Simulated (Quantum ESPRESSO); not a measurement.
The system is PbS (Galena).

```
Pb S
1.0
     0.00000    2.96575    2.96575
     2.96575    0.00000    2.96575
     2.96575    2.96575    0.00000
Pb S
1 1
Direct
  0.00000 0.00000 0.00000
  0.50000 0.50000 0.50000
```

```yaml
Program: Quantum ESPRESSO 7.5
Task: phonons
Functional: revPBE
Potentials_or_basis: PseudoDojo 0.4.1 SR PBE standard
Cutoff: 762 eV
Density_cutoff: 3048 eV
k_mesh: 6 × 6 × 6, shifted
Occupations: fermi-dirac, width 0.05 eV
Spin: no spin polarisation
Mixing_beta: 0.5
Most_SCF_iterations: 120
SCF_threshold: 4e-10 Ry
```

The cell and the atoms were relaxed first, to 27.80 Å³/atom (a = 4.284 Å, b = 4.284 Å, c = 4.284 Å, α = 60.00°, β = 60.00°, γ = 60.00°), and the response was taken there.

The first run showed a gap, so the response started from a second, tighter run with fixed occupations.

**Question.** Where do the zone-centre optical modes lie?

**Answer.** T1u at 26 cm⁻¹ (IR). Polar modes are given without the macroscopic field (transverse values).

Optical modes at Γ, degenerate ones joined, polar ones without the macroscopic field:
```
cm⁻¹  components  symmetry  active in  IR intensity, summed ((D/Å)²/amu)
  26           3       T1u         IR                              47.65
```

Zone-centre frequencies without and with the macroscopic field along z (cm⁻¹):
```
                optical modes in rising order
       without                       26 26 26
with the field                      26 26 211
```

Born effective charge tensors (e):
atom 1, Pb
```
4.38 0.00 0.00
0.00 4.38 0.00
0.00 0.00 4.38
```
atom 2, S
```
-4.36  0.00  0.00
 0.00 -4.36  0.00
 0.00  0.00 -4.36
```

Caveat: the potentials were made for another functional, which shifts forces and pressure.
